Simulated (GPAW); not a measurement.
Crystal: Mg3Sb2.

```
Sb Mg
1.0
     4.58200    0.00000    0.00000
    -2.29100    3.96813    0.00000
     0.00000    0.00000    7.24400
Sb Mg
2 3
Direct
  0.66667 0.33333 0.76500
  0.33333 0.66667 0.23500
  0.00000 0.00000 0.00000
  0.66667 0.33333 0.37000
  0.33333 0.66667 0.63000
```

Base run:

- Program: GPAW 26.7.0
- Functional: LDA
- Potentials or basis: the program's PAW data sets (release 1.2.1) made for this functional
- Cutoff: 800 eV
- Basis: pw
- k mesh: 5 × 5 × 3
- Occupations: fermi-dirac, width 0.05 eV
- Spin: no spin polarisation

Its results: band gap on the k mesh 0.15 eV, indirect (least direct gap 1.02 eV); pressure -2.0 GPa; largest force 0.328 eV/Å.

Task: The run is repeated on the same cell with these changes: functional from LDA to PBEsol; potentials or basis from the program's PAW data sets (release 1.2.1) made for this functional to PAW data sets generated in the run's folder for this functional. What comes out?

Result: Band gap on the k mesh 0.22 eV, indirect (least direct gap 1.12 eV); pressure -0.6 GPa; largest force 0.433 eV/Å.

Caveats: spin-orbit coupling is left out, which moves the levels of the heavy elements.

A k mesh can miss the band edges.
